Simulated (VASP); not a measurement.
GaP: relaxation of cell and atoms with PBE-EpsX

Crystal: GaP.

```
CELL_PARAMETERS angstrom
0.00000 2.72525 2.72525
2.72525 0.00000 2.72525
2.72525 2.72525 0.00000
ATOMIC_POSITIONS crystal
Ga 0.00000 0.00000 0.00000
P 0.75000 0.75000 0.75000
```

- Program: VASP 6.6.1
- Task: relaxation of cell and atoms
- Functional: PBE-EpsX
- Potentials or basis: VASP PAW PBE potentials, release 64 (Ga_d, P)
- Cutoff: 600 eV
- k mesh: 4 × 4 × 4
- Occupations: fermi-dirac, width 0.05 eV
- Spin: no spin polarisation
- Grid for exact exchange (PRECFOCK): Fast
- Exchange at q = 0: default
- Share of exact exchange: 0.0895
- Further INCAR settings: ALGO = Normal; EDIFF = 1e-06; IBRION = 2; EDIFFG = -0.01; NSW = 60; ISIF = 3

```yaml
Relaxed_volume: 20.72 Å³/atom
Relaxed_cell: a = 3.885 Å, b = 3.885 Å, c = 3.885 Å, α = 60.00°, β = 60.00°, γ = 60.00°
Space_group_after_relaxing_to_0.05_Å: F-43m (No. 216)
Energy_gained_by_relaxing: 3.0 meV/atom
Ionic_steps: 3
Pressure_after_relaxing: 0.1 GPa
Band_gap_on_the_k_mesh: 2.15 eV, indirect (least direct gap 2.23 eV)
```

The path:
```
step  energy change (eV)  largest force (eV/Å)  pressure (GPa)  volume (Å³)
   1              0.0000                0.0000            2.08        40.48
   2             -0.0040                0.0000           -1.15        42.04
   3             -0.0060                0.0000            0.06        41.45
```

Final structure:
```yaml
crystal:
  lattice:
    - [0.00000, 2.74681, 2.74681]
    - [2.74681, 0.00000, 2.74681]
    - [2.74681, 2.74681, 0.00000]
  atoms:
    - { symbol: Ga, position: [0.00000, 0.00000, 0.00000] }
    - { symbol: P, position: [0.75000, 0.75000, 0.75000] }
```

Levels at points of the mesh, in eV from the valence-band top:
| k point | band 5 | band 6 | band 7 | band 8 | band 9 | band 10 | band 11 | band 12 | band 13 |
| --- | --- | --- | --- | --- | --- | --- | --- | --- | --- |
| (0.00, 0.00, 0.00) | -15.37 | -12.80 | 0.00 | 0.00 | 0.00 | 2.23 | 4.45 | 4.45 | 4.45 |
| (0.50, 0.00, 0.00) | -15.36 | -10.75 | -6.75 | -1.13 | -1.13 | 2.15 | 5.30 | 5.30 | 8.85 |
| (0.50, 0.50, 0.00) | -15.35 | -9.85 | -6.89 | -2.70 | -2.70 | 2.17 | 2.36 | 11.20 | 11.20 |

It took 17 min on 1 thread of AMD EPYC 7R13 Processor (Zen 3) (shared host), peak memory 0.29 GiB.

Caveat: the k mesh is coarse (spacing up to 0.50 Å⁻¹), so the values aren't converged, least of all with exact exchange; the PAW data sets were made with another functional, which shifts forces and pressure a little. A k mesh can miss the band edges.
